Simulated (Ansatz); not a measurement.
What strain does to MgF2 (rutile)

MgF2 (rutile), relaxed with r2SCAN in Ansatz. Space group P4_2/mnm (No. 136), tetragonal; conventional cell a = 4.622 Å, c = 3.046 Å, 10.85 Å³ an atom. Mg is surrounded by 6 F at 1.98–1.99 Å; F is surrounded by 3 Mg at 1.98–1.99 Å.

The axes x, y and z are those of this cell:
```xyz
6
Lattice="4.6220 0.0000 0.0000 0.0000 4.6220 0.0000 0.0000 0.0000 3.0461" Properties=species:S:1:pos:R:3 pbc="T T T"
Mg    0.0000    0.0000    0.0000
Mg    2.3110    2.3110    1.5231
F     1.4002    1.4002    0.0000
F     0.9108    3.7113    1.5231
F     3.7113    0.9108    1.5231
F     3.2218    3.2218    0.0000
```

Unstrained: With PBE the gap is 7.159 eV and direct, at Γ. r2SCAN gives a direct gap of 8.071 eV at Γ. HSE06 gives a direct gap of 9.471 eV at Γ. Meshes: PBE 6×6×8, r2SCAN 6×6×8, HSE06 4×4×6. Strains are changes of length per length. After each strain the atoms were relaxed again with r2SCAN in this cell and within any symmetry left, so distortions that break it or need a larger cell weren't tested; points keep the names that they have in the unstrained zone. Spin-unpolarised throughout; all numbers are computed.

Changes of the least gap in eV (an overlap counts as a negative gap):
```tsv
strain	volume change (%)	space group	PBE	r2SCAN	HSE06	energy rise, r2SCAN (meV/atom)
epitaxial -4.0 % in the xy plane, free normal strain +2.89 %	-5.2	P4_2/mnm	+0.275	+0.273	+0.285	23.1
epitaxial -3.0 % in the xy plane, free normal strain +2.10 %	-3.9	P4_2/mnm	+0.211	+0.210	+0.219	12.8
epitaxial -2.0 % in the xy plane, free normal strain +1.37 %	-2.6	P4_2/mnm	+0.142	+0.141	+0.147	5.6
epitaxial -1.0 % in the xy plane, free normal strain +0.66 %	-1.3	P4_2/mnm	+0.073	+0.072	+0.076	1.4
epitaxial +1.0 % in the xy plane, free normal strain -0.61 %	+1.4	P4_2/mnm	-0.075	-0.075	-0.078	1.3
epitaxial +2.0 % in the xy plane, free normal strain -1.16 %	+2.8	P4_2/mnm	-0.152	-0.153	-0.159	5.2
epitaxial +3.0 % in the xy plane, free normal strain -1.66 %	+4.3	P4_2/mnm	-0.229	-0.230	-0.240	11.3
epitaxial +4.0 % in the xy plane, free normal strain -2.12 %	+5.9	P4_2/mnm	-0.305	-0.307	-0.321	19.7
```

Epitaxial -4.0 % in the xy plane, free normal strain +2.89 %. HSE06: the gap goes from 9.471 to 9.757 eV (+0.285 eV). Stress change with r2SCAN, compression positive: xx +8.94, yy +8.94, zz 0.00 GPa.

Epitaxial -3.0 % in the xy plane, free normal strain +2.10 %. HSE06: the gap goes from 9.471 to 9.690 eV (+0.219 eV). Stress change with r2SCAN, compression positive: xx +6.52, yy +6.52, zz 0.00 GPa.

Epitaxial -2.0 % in the xy plane, free normal strain +1.37 %. HSE06: the gap goes from 9.471 to 9.619 eV (+0.147 eV). Stress change with r2SCAN, compression positive: xx +4.20, yy +4.20, zz -0.05 GPa.

Epitaxial -1.0 % in the xy plane, free normal strain +0.66 %. HSE06: the gap goes from 9.471 to 9.547 eV (+0.076 eV). Stress change with r2SCAN, compression positive: xx +2.04, yy +2.04, zz -0.02 GPa.

Epitaxial +1.0 % in the xy plane, free normal strain -0.61 %. HSE06: the gap goes from 9.471 to 9.393 eV (-0.078 eV). Stress change with r2SCAN, compression positive: xx -1.91, yy -1.91, zz +0.02 GPa.

Epitaxial +2.0 % in the xy plane, free normal strain -1.16 %. HSE06: the gap goes from 9.471 to 9.312 eV (-0.159 eV). Stress change with r2SCAN, compression positive: xx -3.70, yy -3.70, zz -0.01 GPa.

Epitaxial +3.0 % in the xy plane, free normal strain -1.66 %. HSE06: the gap goes from 9.471 to 9.231 eV (-0.240 eV). Stress change with r2SCAN, compression positive: xx -5.32, yy -5.32, zz +0.01 GPa.

Epitaxial +4.0 % in the xy plane, free normal strain -2.12 %. HSE06: the gap goes from 9.471 to 9.151 eV (-0.321 eV). Stress change with r2SCAN, compression positive: xx -6.79, yy -6.79, zz 0.00 GPa.

The meshes of the hybrids are coarse, so their gaps aren't converged to the digits shown.
